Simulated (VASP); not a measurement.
Here is a VASP 6.6.1 calculation.

Contents of INCAR:

```
SYSTEM = C
PREC = Accurate
ENCUT = 600
EDIFF = 1E-6
ISMEAR = -1
SIGMA = 0.05
LREAL = .FALSE.
LASPH = .TRUE.
NELM = 100
ALGO = Normal
ISIF = 3
LWAVE = .FALSE.
LCHARG = .FALSE.
GGA = PE
IVDW = 202
IBRION = 2
NSW = 60
EDIFFG = -0.005
```

File KPOINTS:

```
Automatic mesh
0
G
  12 12 4
  0 0 0
```

The input POSCAR:

```
C
1.0
    2.5221000000      0.0000000000      0.0000000000
   -1.2610500000      2.1842026709      0.0000000000
    0.0000000000      0.0000000000      8.2371000000
C
8
Direct
    0.6666666667      0.3333333333      0.8437500000
    0.3333333333      0.6666666667      0.3437500000
    0.6666666667      0.3333333333      0.6562500000
    0.3333333333      0.6666666667      0.1562500000
    0.0000000000      0.0000000000      0.9062500000
    0.0000000000      0.0000000000      0.4062500000
    0.0000000000      0.0000000000      0.5937500000
    0.0000000000      0.0000000000      0.0937500000
```

Potentials or basis: VASP PAW PBE potentials, release 64 (C).

Launch:

```sh
$ cat potpaw_PBE.64/C/POTCAR > POTCAR
$ mpirun -np 1 vasp_std > vasp.out
```

(1) Predict the dispersion energy per atom.

(2) Predict the relaxed cell.

Answers

(1) -0.218 eV.

(2) a = 2.508 Å, b = 2.508 Å, c = 8.273 Å, α = 90.00°, β = 90.00°, γ = 120.00°.
